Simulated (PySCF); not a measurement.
## How good is the calculation?

Molfile (atoms numbered from 1):
```
C4H8
     RDKit          3D

 12 11  0  0  0  0  0  0  0  0999 V2000
    1.9178    0.4330    0.3842 C   0  0  0  0  0  0  0  0  0  0  0  0
    0.6477    0.7126    0.1295 C   0  0  0  0  0  0  0  0  0  0  0  0
   -0.2992   -0.1757   -0.6062 C   0  0  0  0  0  0  0  0  0  0  0  0
   -1.5082   -0.5625    0.2383 C   0  0  0  0  0  0  0  0  0  0  0  0
    2.3688   -0.4958    0.0476 H   0  0  0  0  0  0  0  0  0  0  0  0
    2.5534    1.1184    0.9327 H   0  0  0  0  0  0  0  0  0  0  0  0
    0.2335    1.6541    0.4887 H   0  0  0  0  0  0  0  0  0  0  0  0
   -0.6468    0.3405   -1.5093 H   0  0  0  0  0  0  0  0  0  0  0  0
    0.2292   -1.0732   -0.9417 H   0  0  0  0  0  0  0  0  0  0  0  0
   -1.1999   -1.1166    1.1277 H   0  0  0  0  0  0  0  0  0  0  0  0
   -2.2020   -1.1868   -0.3289 H   0  0  0  0  0  0  0  0  0  0  0  0
   -2.0536    0.3240    0.5726 H   0  0  0  0  0  0  0  0  0  0  0  0
  1  2  2  0
  2  3  1  0
  3  4  1  0
  1  5  1  0
  1  6  1  0
  2  7  1  0
  3  8  1  0
  3  9  1  0
  4 10  1  0
  4 11  1  0
  4 12  1  0
M  END
```

- GIAO B97-2/pcSseg-2 shieldings
- geometry: PBE0-D3(BJ)/def2-TZVP
- code: PySCF 2.14.0 with density-fitted response routines
- no solvent, single conformer, relativity neglected, fast rotation and ring inversion assumed for equivalent nuclei

Reference values: measured (solution, not stated per compound (mostly CDCl3 or CCl4); Pretsch, Buehlmann, Badertscher, Structure Determination of Organic Compounds, 4th ed. (2009)).
| atoms | quantity | reference | computed | computed, scaled |
| --- | --- | --- | --- | --- |
| C3 | δ 13C | 27.4 | 34.3 | 31.1 |
| C4 | δ 13C | 13.4 | 17.7 | 15.0 |
| H8/H9 | δ 1H | 2.00 | 2.17 | 2.18 |
| H10/H11/H12 | δ 1H | 1.00 | 1.02 | 1.10 |

Reference values: estimated from measurements, as parent shift plus tabulated substituent increment (solution, not stated per compound (mostly CDCl3 or CCl4); Pretsch, Buehlmann, Badertscher, Structure Determination of Organic Compounds, 4th ed. (2009)).
| atoms | quantity | reference | computed | computed, scaled |
| --- | --- | --- | --- | --- |
| C2 | δ 13C | 140.5 | 152.3 | 144.9 |
| C1 | δ 13C | 113.5 | 120.5 | 114.2 |

Computed shifts are σ(ref) − σ with the named reference compound (TMS for H and C) calculated as an isolated molecule at the same level. The measured values may be among those fitted. Scaled to experiment by linear calibration (H and C: mostly CDCl3 data, vs TMS): 13C (scatter 2.0 ppm rms, 2.1 ppm with the 1 outlier that the fit left out); 1H (scatter 0.14 ppm rms, 0.16 ppm with the 4 outliers that the fit left out). Occasional misses reach two or three times the rms, and more in compound classes unlike the fitted ones.

Question: How far are the unscaled 13C shifts from the references?

Answer: Mean signed difference +7.50 ppm, mean absolute 7.50 ppm over 4 comparisons; the largest is +11.8 ppm at C2 (alkene CH).

Question: How far are the unscaled 1H shifts from the references?

Answer: Mean signed difference +0.09 ppm, mean absolute 0.09 ppm over 2 comparisons; the largest is +0.17 ppm at H8/H9 (hydrogen on an allylic sp3 CH2).
